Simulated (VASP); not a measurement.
Here is a VASP 6.6.1 calculation.

The input INCAR:

```
SYSTEM = Hf
ALGO = Normal
EDIFF = 1E-6
ENCUT = 520
GGA = PS
ISIF = 2
ISMEAR = 0
LASPH = .TRUE.
LCHARG = .FALSE.
LREAL = .FALSE.
LWAVE = .FALSE.
NBANDS = 11
NELM = 60
PREC = Accurate
SIGMA = 0.1
```

KPOINTS

```
k-points
0
G
  6 6 6
  0 0 0
```

Contents of POSCAR:

```
Hf
1.0
   -1.9023252726      1.9023252726      1.9023252726
    1.9023252726     -1.9023252726      1.9023252726
    1.9023252726      1.9023252726     -1.9023252726
Hf
1
Direct
    0.0000000000      0.0000000000      0.0000000000
```

Potentials or basis: VASP PAW PBE potentials, release 64 (Hf_pv).

Run with:

```bash
$ cat potpaw_PBE.64/Hf_pv/POTCAR > POTCAR
$ mpirun -np 1 vasp_std > vasp.out
```

(1) What does it give for the pressure?

(2) What does it give for the band gap on the k mesh?

Answers

(1) -17.6 GPa.

(2) none (metal or under the smearing width).

Caveat: the k mesh is coarse (spacing up to 0.39 Å⁻¹), so the values aren't converged; so large a pressure means that the cell lies far from this level's equilibrium, or that cutoff or potentials fall short; the potentials were made for another functional, which shifts forces and pressure.
